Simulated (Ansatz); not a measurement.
# La (P6_3/mmc) in Ansatz: notebook

One crystal, La, is run at these levels: PBE; tasks: single point.

Program: Ansatz 0.2.0. These are calculated values, not measurements. Logs are shortened: lines on timing, memory, paths and dates and some standing lists are left out, and cuts for length are marked.

## (1) The crystal as given

It takes space group P6_3/mmc (No. 194, hexagonal). Conventional cell: a = 3.770 Å, b = 3.770 Å, c = 12.159 Å, α = 90.00°, β = 90.00°, γ = 120.00°. Around La (site symmetry -6m2) lie 12 La at 3.74 to 3.77 Å. La (site symmetry -3m) is surrounded by 12 La at 3.74 to 3.77 Å.

## (2) Single point, PBE

Input file input.yaml:

```yaml
crystal:
  lattice:
    - [3.77, 0.0, 0.0]
    - [-1.885, 3.2649157723, 0.0]
    - [0.0, 0.0, 12.159]
  atoms:
    - { symbol: La, position: [0.6666666667, 0.3333333333, 0.25] }
    - { symbol: La, position: [0.3333333333, 0.6666666667, 0.75] }
    - { symbol: La, position: [0.0, 0.0, 0.5] }
    - { symbol: La, position: [0.0, 0.0, 0.0] }
hamiltonian:
  xc: pbe
  pseudopotentials: { kind: nc, accuracy: standard }
kpoints:
  mp_grid: { grid: [8, 8, 3] }
scf:
  occupations: { method: fermi_dirac, width: 0.05 }
output:
  forces: true
  stress: true
  eigenvalues: true
  write_density: true
  write_potential: true
  elf: true
  volumetric_format: npy
```

Potentials or basis: PseudoDojo standard (PBE files).

On the command line:

```
$ ansatz run input.yaml --threads 2 --pin off --max-ram 5632MiB --backend cpu --events-out ev --progress --plain --runs-dir out
```

The program printed:

```text
Warning: RAYON_NUM_THREADS=2 ignored (pool sized by the plan → 2); use --threads N
Engine: ansatz 0.2.0, aarch64-unknown-linux-gnu
Pseudopotentials: kind: nc
Pseudopotential: La, nc, valence charge 11, recommended cutoff 1496.626244 eV (normal), La.nc.azcp (PseudoDojo's, or run here from an input of PseudoDojo's; its table is named by hamiltonian.pseudopotentials.accuracy)
Functional definition: PBE
  parameter kappa = 0.804
  parameter beta = 0.06672455060314922
  exchange = pbe_x(kappa = kappa, mu = beta*pi^2/3)
  correlation = pbe_c(beta = beta)
Crystal: 4 atoms, lattice volume = 149.662 Å³
Basis set: ecut = 1496.626244 eV, 19715 PW (Γ), exchange–correlation on 96×96×320 points (8 copies of the dense FFT grid, shifted against one another)
Bands: 27, of which v1, the nominal top of the filled ones, is band 22 counted from 1 (21 counted from 0)
Symmetry: 24 space group operations
Space group: P63/mmc (ITA 194), of the structure as read, at distance tolerance 5.3e-5 Å
k-points: 20 of 192
Non-local potential: La, projectors of the file, l = 0: 2, l = 1: 2, l = 2: 2, l = 3: 2
Initial density: superposition of atomic densities (chi_scale 0.1, normalization cell)
Initial wavefunctions: pseudopotential atomic-orbital guess
Functional: x = pbe(κ = 0.804, μ = 0.2195149727645171), c = pbe(β = 0.06672455060314922)
SCF iter   1: F=—  HF=-3821.190322 eV  |F-HF|=—  |Δ(HF+E_count)|=         —  Δρ=7.56e-3  dr2=8.08e-2  ethr=3.10e-3  ⟨swp⟩=26.3  Hψ=5717  notcnv=0
preconditioner: auto → Kerker (q_TF=auto, 2.225 Å⁻¹)  [metal: Δε(μ)=0.014 eV  Ē_g=11.951 eV  σ=0.050 eV  W_gap=0.07  n_scr=38 (ndim 8)  ℏωp=18.2 eV  f_vac=0.000  D(μ)=6.17/eV (n_scr^D=52)]
SCF iter   2: F=—  HF=-3821.223853 eV  |F-HF|=—  |Δ(HF+E_count)|=   3.35e-2  Δρ=4.59e-3  dr2=2.66e-2  ethr=1.84e-4  ⟨swp⟩=7.9  Hψ=1669  notcnv=0  defer=16
SCF iter   3: F=—  HF=-3821.224367 eV  |F-HF|=—  |Δ(HF+E_count)|=   5.14e-4  Δρ=8.32e-4  dr2=9.07e-4  ethr=6.04e-5  ⟨swp⟩=6.7  Hψ=1336  notcnv=0  defer=5
SCF iter   4: F=—  HF=-3821.226118 eV  |F-HF|=—  |Δ(HF+E_count)|=   1.75e-3  Δρ=4.58e-4  dr2=2.66e-4  ethr=2.06e-6  ⟨swp⟩=6.2  Hψ=1515  notcnv=0
SCF iter   5: F=—  HF=-3821.226049 eV  |F-HF|=—  |Δ(HF+E_count)|=   6.85e-5  Δρ=2.28e-4  dr2=4.11e-5  ethr=6.05e-7  ⟨swp⟩=2.7  Hψ=1025  notcnv=0
SCF iter   6: F=—  HF=-3821.226133 eV  |F-HF|=—  |Δ(HF+E_count)|=   8.32e-5  Δρ=8.82e-5  dr2=6.09e-6  ethr=9.33e-8  ⟨swp⟩=5.2  Hψ=1342  notcnv=0
SCF iter   7: F=—  HF=-3821.226132 eV  |F-HF|=—  |Δ(HF+E_count)|=   1.76e-7  Δρ=2.04e-5  dr2=4.51e-7  ethr=1.38e-8  ⟨swp⟩=4.2  Hψ=1371  notcnv=0
SCF iter   8: F=-3821.226133 eV  HF=-3821.226133 eV  |F-HF|=2.01e-8  |Δ(HF+E_count)|=   1.15e-7  Δρ=8.09e-6  dr2=4.62e-8  ethr=2.27e-10  ⟨swp⟩=73.3  Hψ=14066  notcnv=0
the search or the solves at the SCF's close seem to have found levels that the self-consistency loop had missed (the run counts 1). By its estimate they hold under 1e-12 electrons; where the run keeps them, the occupations were computed again with them
SCF 1 converged in 8 iterations: F = -3821.226133 eV  dr2 = 4.62e-8
SCF converged after 8 iterations
Free energy (F): -3821.226133 eV
Harris-Foulkes:  -3821.226133 eV  (|F-HF|=2.01e-8)
Internal energy: -3821.174007 eV  (E = F + TS)
E sigma→0 (E₀):  -3821.200070 eV
Entropy (-TS):   -0.052126 eV (-13.031 meV/atom)
Fermi energy:    11.125363 eV
--- Per-component energies (eV) ---
  E_band       = -178.728891
  E_kinetic    = 921.653487
  E_local      = -1624.066216  (includes V_loc(G=0)·N_el)
  E_nonlocal   = 401.783332
  E_hartree    = 398.815515
  E_xc         = -910.256343
  E_vxc        = -675.725427  (∫ρ·V_xc dr)
  E_ewald      = -3009.103781
  E_smearing   = -0.052126  (= −TS)
  E_closure    = -0.000000  (closes the sum)
  Σ components = -3821.226133   (vs F -3821.226133, Δ=0.00e0)
--- Forces (eV/Å), atoms counted from 1 ---
  atom   1  La     0.00000000     0.00000000     0.00000000
  atom   2  La     0.00000000    -0.00000000     0.00000000
  atom   3  La    -0.00000000    -0.00000000     0.00000000
  atom   4  La    -0.00000000    -0.00000000     0.00000000
  max |Σ_I F_I| component: 1.73e-31 eV/Å
--- Stress (GPa, compression-positive) ---
       -0.198314       0.000000       0.000000
        0.000000      -0.198314       0.000000
        0.000000       0.000000      -0.242660
  P = ⅓ Tr σ = -0.2131 GPa (-2.131 kbar)
--- Band table (eV; the first three rows and the last of 20) ---
  k-point 0: bands = ["-21.7841", "-21.6918", "-21.6805", "-21.5851", "-6.1263", "-5.4838", "-5.4719", "-4.9493", "-4.9493", "-4.8609", "-4.8609", "-4.8554", "-4.8554", "-4.7646", "-4.7646", "-4.7411", "7.8957", "9.2133", "9.2210", "9.3694", "11.5998", "11.7235", "12.3416", "12.3490", "12.3699", "12.3699", "12.4345"]
  k-point 1: bands = ["-21.7712", "-21.7357", "-21.6358", "-21.5988", "-6.0434", "-5.8110", "-5.1229", "-4.9372", "-4.9372", "-4.9041", "-4.9041", "-4.8464", "-4.8116", "-4.8116", "-4.7772", "-4.7772", "8.1053", "8.6453", "9.4056", "9.4395", "11.7328", "12.0551", "12.0648", "12.3996", "12.3996", "12.4470", "12.4470"]
  k-point 2: bands = ["-21.7604", "-21.6743", "-21.6631", "-21.5743", "-6.0632", "-5.5083", "-5.4991", "-5.1034", "-4.9989", "-4.9797", "-4.9627", "-4.9170", "-4.8963", "-4.8910", "-4.7852", "-4.7673", "8.2934", "9.5607", "9.5745", "9.7380", "11.1981", "11.4522", "11.6577", "11.7059", "11.8818", "12.3287", "12.5172"]
  k-point 19: bands = ["-21.5654", "-21.5612", "-21.5434", "-21.5392", "-5.8837", "-5.8633", "-5.7751", "-5.7513", "-5.5532", "-5.5283", "-5.4486", "-5.3477", "-5.2126", "-5.1133", "-5.0491", "-5.0178", "9.9709", "10.0704", "10.5805", "10.6062", "10.8224", "10.9434", "11.1179", "11.2596", "11.8126", "11.9908", "12.0499"]
```

Run time: 39 s. Hardware: 2 threads of Arm Neoverse V2, shared host; peak memory 1 GiB.

Results:

- Free energy: -3821.2261 eV
- Pressure: -0.2 GPa
- Band gap on the k mesh: none (metal or under the smearing width)

Levels at points of the mesh, in eV from the Fermi level:
| k point | band 18 | band 19 | band 20 | band 21 | band 22 | band 23 | band 24 | band 25 | band 26 | band 27 |
| --- | --- | --- | --- | --- | --- | --- | --- | --- | --- | --- |
| (0.00, 0.00, 0.00) | -1.91 | -1.90 | -1.76 | 0.47 | 0.60 | 1.22 | 1.22 | 1.24 | 1.24 | 1.31 |
| (0.00, -0.50, 0.00) | -1.82 | -1.53 | -1.07 | -0.66 | -0.30 | -0.21 | 0.41 | 0.90 | 1.19 | 1.38 |

## (3) Single point, PBE

input.yaml: that of step 2 with these lines changed.

```diff
@@ -12,3 +12,3 @@
   xc: pbe
-  pseudopotentials: { kind: nc, accuracy: standard }
+  pseudopotentials: { kind: nc, accuracy: stringent }
 kpoints:
@@ -21,5 +21 @@
   eigenvalues: true
-  write_density: true
-  write_potential: true
-  elf: true
-  volumetric_format: npy
```

Potentials or basis: PseudoDojo stringent (PBE files).

On the command line:

```
$ ansatz run input.yaml --threads 2 --pin off --max-ram 5632MiB --backend cpu --events-out ev --progress --plain --runs-dir out
```

Wall time 31 s (2 threads of Arm Neoverse V2, shared host); peak memory 1 GiB.

Results (log left out):

```yaml
Free_energy: -3821.2261 eV
Pressure: -0.2 GPa
Band_gap_on_the_k_mesh: none (metal or under the smearing width)
```

Levels at points of the mesh, in eV from the Fermi level:
| k point | band 20 | band 21 | band 22 | band 23 | band 24 | band 25 |
| --- | --- | --- | --- | --- | --- | --- |
| (0.00, 0.00, 0.00) | -1.76 | 0.47 | 0.60 | 1.22 | 1.22 | 1.24 |
| (0.00, -0.50, 0.00) | -1.07 | -0.66 | -0.30 | -0.21 | 0.41 | 0.90 |

## (4) Single point, PBE

input.yaml: that of step 3 with these lines changed.

```diff
@@ -12,3 +12,3 @@
   xc: pbe
-  pseudopotentials: { kind: nc, accuracy: stringent }
+  pseudopotentials: { kind: paw, source: ansatz }
 kpoints:
```

Potentials or basis: Ansatz PAW earlier set.

On the command line:

```
$ ansatz run input.yaml --threads 2 --pin off --max-ram 5632MiB --backend cpu --events-out ev --progress --plain --runs-dir out
```

Run time: 6.1 s. Hardware: 2 threads of Arm Neoverse V2, shared host; peak memory 0.53 GiB.

It converged, with:

```yaml
Free_energy: -25116.1852 eV
Pressure: -0.2 GPa
Band_gap_on_the_k_mesh: none (metal or under the smearing width)
```

Levels at points of the mesh, in eV from the Fermi level:
| k point | band 18 | band 19 | band 20 | band 21 | band 22 | band 23 | band 24 | band 25 | band 26 | band 27 |
| --- | --- | --- | --- | --- | --- | --- | --- | --- | --- | --- |
| (0.00, 0.00, 0.00) | -1.91 | -1.90 | -1.76 | 0.48 | 0.60 | 1.21 | 1.23 | 1.24 | 1.24 | 1.31 |
| (0.00, -0.50, 0.00) | -1.82 | -1.53 | -1.07 | -0.67 | -0.30 | -0.21 | 0.41 | 0.91 | 1.19 | 1.38 |

## (5) Single point, PBE

input.yaml: that of step 4 with these lines changed.

```diff
@@ -12,3 +12,3 @@
   xc: pbe
-  pseudopotentials: { kind: paw, source: ansatz }
+  pseudopotentials: { kind: nc }
 kpoints:
```

Potentials or basis: Ansatz NC.

On the command line:

```
$ ansatz run input.yaml --threads 2 --pin off --max-ram 5632MiB --backend cpu --events-out ev --progress --plain --runs-dir out
```

It took 31 s on 2 threads of Arm Neoverse V2, shared host; peak memory 1 GiB.

It converged, with:

```yaml
Free_energy: -3819.1819 eV
Pressure: -0.2 GPa
Band_gap_on_the_k_mesh: none (metal or under the smearing width)
```

Levels at points of the mesh, in eV from the Fermi level:
| k point | band 19 | band 20 | band 21 | band 22 | band 23 | band 24 | band 25 | band 26 |
| --- | --- | --- | --- | --- | --- | --- | --- | --- |
| (0.00, 0.00, 0.00) | -1.90 | -1.75 | 0.47 | 0.59 | 1.19 | 1.20 | 1.24 | 1.24 |
| (0.00, -0.50, 0.00) | -1.53 | -1.07 | -0.66 | -0.30 | -0.21 | 0.41 | 0.90 | 1.19 |

## (6) The runs side by side

```csv
potentials or basis,cutoff (eV),gap on the mesh (eV),pressure (GPa)
PseudoDojo standard (PBE files),1497,none,-0.2
PseudoDojo stringent (PBE files),1497,none,-0.2
Ansatz PAW earlier set,600,none,-0.2
Ansatz NC,1497,none,-0.2
```

Alike in all rows: task single point; level PBE; no spin polarisation; cell as given; k mesh 8 × 8 × 3; smearing fermi-dirac 0.05 eV.

Total energies depend on the potentials used, so only differences within one code and one set of settings carry meaning.
